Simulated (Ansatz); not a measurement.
Ag: do energies and stresses tell the same story?

Level of theory: DFT PBE, scalar-relativistic, plane waves, PAW (Ansatz).

Settings: cutoff 420 eV, Γ-centred mesh 18×18×18 on the computed 1-atom cell, Gaussian smearing of 0.10 eV; no spin polarisation.

Relaxed cell: Fm-3m, a = 4.147 Å, b = 4.147 Å, c = 4.147 Å, α = 90.00°, β = 90.00°, γ = 90.00°, 1 atom in the primitive cell.

Energies at zero smearing and pressures from the stress tensor, at volumes with shape and atoms relaxed:
| V (Å³/atom) | E − E(first) (meV/atom) | P (GPa) |
| --- | --- | --- |
| 16.762 | 0.00 | 6.83 |
| 17.297 | -16.31 | 3.07 |
| 17.832 | -21.25 | 0.01 |
| 18.367 | -16.93 | -2.48 |
| 18.902 | -5.14 | -4.49 |

Problem. Check P = −dE/dV between neighbouring volumes, and get the bulk modulus from the pressures alone.

Solution. With 1 eV/Å³ = 160.2 GPa:
```tsv
middle V (Å³/atom)	−ΔE/ΔV (GPa)	mean P (GPa)
17.029	4.886	4.954
17.564	1.478	1.541
18.099	-1.294	-1.234
18.634	-3.530	-3.483
```

The two differ by 0.07 GPa at most. The mean of two end pressures misses the average over a step by about ΔV² P″/12, up to 0.06 GPa here; with that taken off 0.02 GPa remains. Around V = 17.832 Å³/atom, the two neighbours give B = −V ΔP/ΔV = 17.832 × 5.55 / 1.070 = 92.5 GPa, against B0 = 92.0 GPa from the Birch–Murnaghan fit of the energies.